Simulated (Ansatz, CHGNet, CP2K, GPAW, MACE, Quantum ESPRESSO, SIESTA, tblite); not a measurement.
# Wurtzite SiC, size series (72 atoms) in CP2K, part 2 of 2

Wanted: CP2K inputs and outputs for wurtzite SiC, size series (72 atoms), checked against a plane-wave reference.

Program: CP2K 2026.2; the method stands at each step. Banners, paths, timers and routine set-up lines are dropped from the logs unmarked, and long logs keep their key lines alone; longer cuts are marked.

So far. Step 3 (PBE, DZVP-MOLOPT-SR, 450/70 Ry, diagonalisation): Against the first run (1.4 %), the force difference from the reference is 1.4 %, at 1.4 times the CPU time: the change moves forces by 0.089 meV/Å r.m.s., so most of the difference comes from elsewhere.

**4. PBE, DZVP-MOLOPT-SR, 315/50 Ry, diagonalisation**

Method: Kohn-Sham DFT, PBE, GTH-PBE pseudopotentials, Gaussian and plane waves, DZVP-MOLOPT-SR-GTH, diagonalisation.

The input, input.inp:

```
&GLOBAL
  PROJECT cell
  RUN_TYPE ENERGY_FORCE
  PRINT_LEVEL LOW
&END GLOBAL
&FORCE_EVAL
  METHOD QS
  STRESS_TENSOR ANALYTICAL
  &DFT
    BASIS_SET_FILE_NAME BASIS_MOLOPT
    POTENTIAL_FILE_NAME GTH_POTENTIALS
    &MGRID
      CUTOFF 315
      REL_CUTOFF 50
    &END MGRID
    &QS
      EPS_DEFAULT 1.0E-12
    &END QS
    &SCF
      SCF_GUESS ATOMIC
      EPS_SCF 5.0E-06
      MAX_SCF 200
      ADDED_MOS 14
      &DIAGONALIZATION
        ALGORITHM STANDARD
      &END DIAGONALIZATION
      &SMEAR ON
        METHOD FERMI_DIRAC
        ELECTRONIC_TEMPERATURE [K] 580
      &END SMEAR
      &MIXING
        METHOD BROYDEN_MIXING
        ALPHA 0.3
        NBROYDEN 12
      &END MIXING
      &PRINT
        &RESTART OFF
        &END RESTART
      &END PRINT
    &END SCF
    &XC
      &XC_FUNCTIONAL PBE
      &END XC_FUNCTIONAL
    &END XC
    &PRINT
      &MULLIKEN ON
      &END MULLIKEN
      &HIRSHFELD ON
        SHAPE_FUNCTION DENSITY
      &END HIRSHFELD
      &MO ON
        EIGENVALUES T
        OCCUPATION_NUMBERS T
        MO_INDEX_RANGE 133 156
        &EACH
          QS_SCF 0
        &END EACH
        ADD_LAST NUMERIC
      &END MO
    &END PRINT
  &END DFT
  &SUBSYS
    &CELL
      A 9.22800 0.00000 0.00000
      B -4.61400 7.99168 0.00000
      C 0.00000 0.00000 10.09600
    &END CELL
    &COORD
[... 72 atom lines left out: the same atoms as in the first run ...]
    &END COORD
    &KIND Si
      BASIS_SET DZVP-MOLOPT-SR-GTH-q4
      POTENTIAL GTH-PBE-q4
    &END KIND
    &KIND C
      BASIS_SET DZVP-MOLOPT-SR-GTH-q4
      POTENTIAL GTH-PBE-q4
    &END KIND
  &END SUBSYS
  &PRINT
    &FORCES ON
    &END FORCES
    &STRESS_TENSOR ON
    &END STRESS_TENSOR
  &END PRINT
&END FORCE_EVAL
```

Launch:

```console
$ OMP_NUM_THREADS=2 cp2k.psmp -i input.inp > output.txt
```

Numbers of over 12 decimals in the logs are rounded to 6 here.

The program printed:

```text
CP2K| version string:                                       CP2K version 2026.2
 CP2K| Input file name                                                 input.inp
 GLOBAL| Basis set file name                                        BASIS_MOLOPT
 GLOBAL| Potential file name                                      GTH_POTENTIALS
 GLOBAL| Run type                                                   ENERGY_FORCE
 GLOBAL| Total number of message passing processes                             1
 GLOBAL| Number of threads for this process                                    2
 TOTAL NUMBERS AND MAXIMUM NUMBERS
  Total number of            - Atomic kinds:                                   2
                             - Atoms:                                         72
[... lines left out ...]
                        Smear method:                                FERMI_DIRAC
[... lines left out ...]
 Number of electrons:                                                        288
[... lines left out ...]
  Step     Update method      Time    Convergence         Total energy    Change
[... lines left out ...]
  *** SCF run converged in    11 steps ***
[... lines left out ...]
  Fermi energy:                                                 0.344979
  Total energy:                                              -346.825628
  Total energy (extrapolated to T->0):                       -346.825628
[... lines left out ...]
 MO| E(Fermi):            0.344979 a.u.          9.387353 eV
[... lines left out ...]
 !-----------------------------------------------------------------------------!
 !-----------------------------------------------------------------------------!
                           Hirshfeld Charges
  #Atom  Element  Kind  Ref Charge     Population                    Net charge
      1       Si     1       4.000          3.684                         0.316
      2       C      2       4.000          4.314                        -0.314
      3       Si     1       4.000          3.684                         0.316
[...]
71       Si     1       4.000          3.682                         0.318
     72       C      2       4.000          4.314                        -0.314
  Total Charge                                                           -0.000
 !-----------------------------------------------------------------------------!
 ENERGY| Total FORCE_EVAL ( QS ) energy [hartree]           -346.825975
 FORCES| Atomic forces [hartree/bohr]
 FORCES|   Atom     x               y               z               |f|
 FORCES|      1 -1.22505713E-02 -3.94324607E-02 -6.59784315E-03   4.18153917E-02
 FORCES|      2  1.70052246E-02  4.60949631E-03  9.91564107E-03   2.02174444E-02
 FORCES|      3 -5.69336366E-03  1.17310744E-02  8.49972012E-03   1.55652735E-02
[...]
FORCES|     71 -2.53689198E-03 -3.90942198E-03  2.37956682E-03   5.23275639E-03
 FORCES|     72  2.39383515E-03  2.08327288E-02 -3.26871505E-02   3.88353299E-02
 FORCES| Sum    -1.08187118E-05 -2.10387286E-04  1.35972205E-03
 FORCES| Total atomic force                                       1.37594474E-03
 STRESS| Analytical stress tensor [bar]
 STRESS|                        x                   y                   z
 STRESS|      x        4.55470831988E+04   8.29896789622E+03  -1.00753794149E+03
 STRESS|      y        8.29896789622E+03   4.72891938665E+04  -2.30654809205E+03
 STRESS|      z       -1.00753794149E+03  -2.30654809205E+03   3.30926498338E+04
 STRESS| 1/3 Trace                                             4.19763089663E+04
```

Run time: 2.4 min. Hardware: 2 threads of Arm Neoverse V1, shared host; peak memory 1.1 GiB.

Against the reference:

| Property | Result |
| --- | --- |
| r.m.s. force component | 0.9855 eV/Å |
| r.m.s. difference of force components | 14.52 meV/Å |
| longest difference of force vectors | 51.6 meV/Å |
| force difference over r.m.s. force | 1.482 % |
| slope of forces against the reference's | 1.006 |
| correlation of force components | 0.9999 |
| gap (highest filled to lowest empty level) | 2.051 eV |
| gap difference | 0.0529 eV |
| pressure | 4.198 GPa |
| pressure difference | -0.9503 GPa |
| energy less the same-level run's | -0.0058 meV/atom |
| r.m.s. force difference from the same-level run | 4.003 meV/Å |

Against the first run (1.4 %), the force difference from the reference is 1.5 %, at 0.99 times the CPU time: the change moves forces by 4.0 meV/Å r.m.s., so most of the difference comes from elsewhere.

**5. PBE, DZVP-MOLOPT-SR, 157/50 Ry, diagonalisation**

Method: Kohn-Sham DFT, PBE, GTH-PBE pseudopotentials, Gaussian and plane waves, DZVP-MOLOPT-SR-GTH, diagonalisation.

input.inp: that of step 4 with these lines changed.

```diff
@@ -12,3 +12,3 @@
     &MGRID
-      CUTOFF 315
+      CUTOFF 157
       REL_CUTOFF 50
@@ -68,2 +68,3 @@
     &COORD
+      SCALED
 [... 72 atom lines left out: the same atoms as in the first run ...]
```

The program printed:

```text
CP2K| version string:                                       CP2K version 2026.2
 CP2K| Input file name                                                 input.inp
 GLOBAL| Basis set file name                                        BASIS_MOLOPT
 GLOBAL| Potential file name                                      GTH_POTENTIALS
 GLOBAL| Run type                                                   ENERGY_FORCE
 GLOBAL| Total number of message passing processes                             1
 GLOBAL| Number of threads for this process                                    2
 TOTAL NUMBERS AND MAXIMUM NUMBERS
  Total number of            - Atomic kinds:                                   2
                             - Atoms:                                         72
[... lines left out ...]
                        Smear method:                                FERMI_DIRAC
[... lines left out ...]
 Number of electrons:                                                        288
[... lines left out ...]
  Step     Update method      Time    Convergence         Total energy    Change
[... lines left out ...]
  *** SCF run converged in    11 steps ***
[... lines left out ...]
  Fermi energy:                                                 0.344979
  Total energy:                                              -346.827012
  Total energy (extrapolated to T->0):                       -346.827012
[... lines left out ...]
 MO| E(Fermi):            0.344979 a.u.          9.387359 eV
[... lines left out ...]
 !-----------------------------------------------------------------------------!
 !-----------------------------------------------------------------------------!
                           Hirshfeld Charges
  #Atom  Element  Kind  Ref Charge     Population                    Net charge
      1       Si     1       4.000          3.684                         0.316
      2       C      2       4.000          4.314                        -0.314
      3       Si     1       4.000          3.684                         0.316
[...]
71       Si     1       4.000          3.682                         0.318
     72       C      2       4.000          4.314                        -0.314
  Total Charge                                                            0.000
 !-----------------------------------------------------------------------------!
 ENERGY| Total FORCE_EVAL ( QS ) energy [hartree]           -346.827358
 FORCES| Atomic forces [hartree/bohr]
 FORCES|   Atom     x               y               z               |f|
 FORCES|      1 -1.22477875E-02 -3.94314784E-02 -6.60158748E-03   4.18142409E-02
 FORCES|      2  1.80621602E-02  3.75123765E-03  1.07711631E-02   2.13619140E-02
 FORCES|      3 -5.68578553E-03  1.17134145E-02  8.49797403E-03   1.55482410E-02
[...]
FORCES|     71 -2.52863109E-03 -3.90905854E-03  2.37259451E-03   5.22531516E-03
 FORCES|     72  2.00794390E-03  2.19642080E-02 -3.30932635E-02   3.97696161E-02
 FORCES| Sum    -3.29776103E-03 -6.24698652E-04  1.31105472E-03
 FORCES| Total atomic force                                       3.60337907E-03
 STRESS| Analytical stress tensor [bar]
 STRESS|                        x                   y                   z
 STRESS|      x        4.56181116237E+04   8.27579688608E+03  -1.01138815201E+03
 STRESS|      y        8.27579688608E+03   4.73257200192E+04  -2.30365355250E+03
 STRESS|      z       -1.01138815201E+03  -2.30365355250E+03   3.30820925456E+04
 STRESS| 1/3 Trace                                             4.20086413961E+04
```

Elapsed: 2.3 min, on 2 threads; peak memory 0.61 GiB; 4.4 min of CPU time.

Against the reference:

```
r.m.s. force component                           : 0.9942 eV/Å
r.m.s. difference of force components            : 31.39 meV/Å
longest difference of force vectors              : 108.7 meV/Å
force difference over r.m.s. force               : 3.204 %
slope of forces against the reference's          : 1.014
correlation of force components                  : 0.9996
gap (highest filled to lowest empty level) : 2.051 eV
gap difference                                   : 0.0528 eV
pressure                                         : 4.201 GPa
pressure difference                              : -0.947 GPa
energy less the same-level run's                 : -0.5287 meV/atom
r.m.s. force difference from the same-level run  : 25.55 meV/Å
```

This is a coarse setting, run to see what it loses.

Against the first run (1.4 %), the force difference from the reference is 3.2 %, at 0.96 times the CPU time: the grid matters here.

The difference per atom is largest on C (0.069 eV/Å on average, against 0.024 on Si).

**6. PBE+D3, DZVP-MOLOPT-SR, 450/50 Ry, diagonalisation**

Method: Kohn-Sham DFT, PBE+D3, GTH-PBE pseudopotentials, Gaussian and plane waves, DZVP-MOLOPT-SR-GTH, diagonalisation.

input.inp: that of step 5 with these lines changed.

```diff
@@ -12,3 +12,3 @@
     &MGRID
-      CUTOFF 157
+      CUTOFF 450
       REL_CUTOFF 50
@@ -43,2 +43,10 @@
       &END XC_FUNCTIONAL
+      &VDW_POTENTIAL
+        POTENTIAL_TYPE PAIR_POTENTIAL
+        &PAIR_POTENTIAL
+          TYPE DFTD3
+          PARAMETER_FILE_NAME dftd3.dat
+          REFERENCE_FUNCTIONAL PBE
+        &END PAIR_POTENTIAL
+      &END VDW_POTENTIAL
     &END XC
@@ -68,3 +76,2 @@
     &COORD
-      SCALED
 [... 72 atom lines left out: the same atoms as in the first run ...]
```

The program printed:

```text
CP2K| version string:                                       CP2K version 2026.2
 CP2K| Input file name                                                 input.inp
 GLOBAL| Basis set file name                                        BASIS_MOLOPT
 GLOBAL| Potential file name                                      GTH_POTENTIALS
[... lines left out ...]
 Number of electrons:                                                        288
[... lines left out ...]
  Step     Update method      Time    Convergence         Total energy    Change
[... lines left out ...]
  *** SCF run converged in    11 steps ***
[... lines left out ...]
  Fermi energy:                                                 0.344979
  Total energy:                                              -347.206660
  Total energy (extrapolated to T->0):                       -347.206660
[... lines left out ...]
 MO| E(Fermi):            0.344979 a.u.          9.387360 eV
[... lines left out ...]
 ENERGY| Total FORCE_EVAL ( QS ) energy [hartree]           -347.207007
[... lines left out ...]
 FORCES|      1 -1.22499316E-02 -3.94510280E-02 -6.48608238E-03   4.18152329E-02
 FORCES|      2  1.70159330E-02  4.56570523E-03  9.91185123E-03   2.02146589E-02
 FORCES|      3 -5.73650011E-03  1.17707645E-02  8.60656932E-03   1.56694405E-02
[...]
FORCES|     71 -2.56279250E-03 -3.92454344E-03  2.50393772E-03   5.31409924E-03
 FORCES|     72  2.37272891E-03  2.08926746E-02 -3.25326722E-02   3.87363970E-02
 FORCES| Sum    -1.04434534E-04 -3.07566260E-05 -3.33046931E-05
 FORCES| Total atomic force                                       1.13849657E-04
 STRESS| Analytical stress tensor [bar]
 STRESS|                        x                   y                   z
 STRESS|      x        2.55891933740E+04   8.24564382364E+03  -9.99772950477E+02
 STRESS|      y        8.24564382364E+03   2.73192525690E+04  -2.27216043553E+03
 STRESS|      z       -9.99772950477E+02  -2.27216043553E+03   1.18764992141E+04
 STRESS| 1/3 Trace                                             2.15949817190E+04
```

Elapsed: 2.4 min, on 2 threads; peak memory 1.7 GiB.

Numbers from this run, and their distance from the reference:

| Quantity | Value |
| --- | --- |
| r.m.s. force component | 0.9867 eV/Å |
| r.m.s. difference of force components | 13.48 meV/Å |
| longest difference of force vectors | 46.26 meV/Å |
| force difference over r.m.s. force | 1.376 % |
| slope of forces against the reference's | 1.007 |
| correlation of force components | 0.9999 |
| gap (highest filled to lowest empty level) | 2.051 eV |
| gap difference | 0.0529 eV |
| pressure | 2.159 GPa |
| pressure difference | -2.988 GPa |

Against the first run (1.4 %), the force difference from the reference is 1.4 %, at 1.0 times the CPU time; the model has changed, so this is no error of the program alone.

**7. Side by side**

Differences are against the plane-wave reference, forces as r.m.s. over components; share is that over the reference's r.m.s. force, slope the least-squares factor from reference forces to these. Total energies of different programs have different zeros and aren't compared.

```
                                                          run  Δ force, r.m.s. (meV/Å)  share (%)  slope  Δ pressure (GPa)  Δ gap (eV)  cores  CPU time  memory (GiB)
                                                    reference                        -          -      -                 -           -      4      22 s          0.89
         CP2K PBE, DZVP-MOLOPT-SR, 450/50 Ry, diagonalisation                     13.7       1.39  1.006            -0.951      0.0529      2   4.6 min           1.7
         CP2K PBE, DZVP-MOLOPT-SR, 450/70 Ry, diagonalisation                     13.7       1.39  1.006            -0.951      0.0529      2   6.4 min           1.7
CP2K PBE, DZVP-MOLOPT-SR, 315/50 Ry, diagonalisation (coarse)                     14.5       1.48  1.006            -0.950      0.0529      2   4.6 min           1.1
CP2K PBE, DZVP-MOLOPT-SR, 157/50 Ry, diagonalisation (coarse)                     31.4       3.20  1.014            -0.947      0.0528      2   4.4 min          0.61
      CP2K PBE+D3, DZVP-MOLOPT-SR, 450/50 Ry, diagonalisation                     13.5       1.38  1.007             -2.99      0.0529      2   4.7 min           1.7
```

Rows marked coarse were listed beforehand as settings not expected to be converged; some can still land near the reference.

CPU time is summed over cores on a shared host, where runs went side by side, so it is rough. Symmetry, cutoffs, thresholds, outputs and thread counts weren't matched or tuned between programs; memory under MPI is the largest rank's times the ranks.

Mean charges by element (e), by run and scheme:

```
                                                    run     scheme     Si      C
                                              reference     Löwdin  +1.10  -1.01
   CP2K PBE, DZVP-MOLOPT-SR, 450/50 Ry, diagonalisation   Mulliken  +0.42  -0.42
   CP2K PBE, DZVP-MOLOPT-SR, 450/50 Ry, diagonalisation  Hirshfeld  +0.31  -0.31
   CP2K PBE, DZVP-MOLOPT-SR, 450/70 Ry, diagonalisation   Mulliken  +0.42  -0.42
   CP2K PBE, DZVP-MOLOPT-SR, 450/70 Ry, diagonalisation  Hirshfeld  +0.31  -0.31
   CP2K PBE, DZVP-MOLOPT-SR, 315/50 Ry, diagonalisation   Mulliken  +0.42  -0.42
   CP2K PBE, DZVP-MOLOPT-SR, 315/50 Ry, diagonalisation  Hirshfeld  +0.31  -0.31
CP2K PBE+D3, DZVP-MOLOPT-SR, 450/50 Ry, diagonalisation   Mulliken  +0.42  -0.42
CP2K PBE+D3, DZVP-MOLOPT-SR, 450/50 Ry, diagonalisation  Hirshfeld  +0.31  -0.31
```

The reference's Löwdin charges lack the electrons that the projection spills, 0.041 e an atom on average.

Within one program, basis, potentials and functional, energies share a zero. Each run against its twin at the usual cutoff or grid and solver:

```
                                                 run                                        twin  Δ energy (meV/atom)  Δ force, r.m.s. (meV/Å)  CPU time over the twin's
CP2K PBE, DZVP-MOLOPT-SR, 450/70 Ry, diagonalisation  DZVP-MOLOPT-SR, 450/50 Ry, diagonalisation               9.0e-4                    0.089                       1.4
CP2K PBE, DZVP-MOLOPT-SR, 315/50 Ry, diagonalisation  DZVP-MOLOPT-SR, 450/50 Ry, diagonalisation              -0.0058                     4.00                      0.99
CP2K PBE, DZVP-MOLOPT-SR, 157/50 Ry, diagonalisation  DZVP-MOLOPT-SR, 450/50 Ry, diagonalisation               -0.529                     25.6                      0.96
```

A second geometry, displaced anew (every atom was moved at random, 0.08 Å r.m.s. a Cartesian component), gives an energy difference that all programs can be tested on. The reference puts it at 165.8 meV/atom.

```
                                                    run  energy less the first geometry's (meV/atom)  error (meV/atom)  force share at the second geometry (%)
   CP2K PBE, DZVP-MOLOPT-SR, 450/50 Ry, diagonalisation                                        167.1              1.28                                    1.34
   CP2K PBE, DZVP-MOLOPT-SR, 450/70 Ry, diagonalisation                                        167.1              1.28                                    1.34
   CP2K PBE, DZVP-MOLOPT-SR, 315/50 Ry, diagonalisation                                        167.1              1.28                                    1.34
   CP2K PBE, DZVP-MOLOPT-SR, 157/50 Ry, diagonalisation                                        167.3              1.50                                    1.81
CP2K PBE+D3, DZVP-MOLOPT-SR, 450/50 Ry, diagonalisation                                        167.3              1.47                                    1.34
```

**8. Results**

- nearest in forces: a tie at 1.4 % of 3 runs: CP2K PBE, DZVP-MOLOPT-SR, 450/50 Ry, diagonalisation; CP2K PBE, DZVP-MOLOPT-SR, 450/70 Ry, diagonalisation; CP2K PBE+D3, DZVP-MOLOPT-SR, 450/50 Ry, diagonalisation

What this shows: The PBE runs in local orbitals, coarse settings apart, differ by 1.4 % in each run; basis, grid and potentials can all enter. Rows with another functional or a dispersion term differ by 1.4 % (CP2K PBE+D3, DZVP-MOLOPT-SR, 450/50 Ry, diagonalisation), which mixes the change of model with differences of basis and potentials. Runs with settings chosen to be coarse differ by 1.5 % (CP2K PBE, DZVP-MOLOPT-SR, 315/50 Ry, diagonalisation) to 3.2 % (CP2K PBE, DZVP-MOLOPT-SR, 157/50 Ry, diagonalisation), their programs' other errors included. None of the electronic-structure runs in the table takes under half the reference's CPU time of 22 s; they take 12 to 17 times as much. At the same functional, the gap of these runs lies 0.05 eV above the reference's 2.00 eV. These are spacings on the run's k-points, which needn't hold the band edges. Charges hang on scheme and program or settings: among these rows the mean for Si runs from +0.31 to +1.10 e. The energy difference between the two geometries, 166 meV/atom in the reference, is met best by CP2K PBE, DZVP-MOLOPT-SR, 450/50 Ry, diagonalisation (+1.28), CP2K PBE, DZVP-MOLOPT-SR, 450/70 Ry, diagonalisation (+1.28) and CP2K PBE, DZVP-MOLOPT-SR, 315/50 Ry, diagonalisation (coarse) (+1.28) and worst by CP2K PBE, DZVP-MOLOPT-SR, 157/50 Ry, diagonalisation (coarse) (+1.5) and CP2K PBE+D3, DZVP-MOLOPT-SR, 450/50 Ry, diagonalisation (+1.47). The reference's pressure of 5.1 GPa belongs to a cell and atoms that aren't relaxed at this level. The electronic-structure runs sample only Γ, in a cell whose shortest periodic width is 8 Å.

[Also dropped from logs without a mark: logging warnings of Python, and SIESTA's first energy breakdown and zero terms.]

[Logs are printed without paths, hosts, clocks, repeated set-up lines and the standing remarks that a program may print on its own settings, such as how far it seeks lower states.]

[Hosts, paths, dates, database ids (printed as entryN), source tags and the programs' standing remarks are cut or masked in the printed files.]
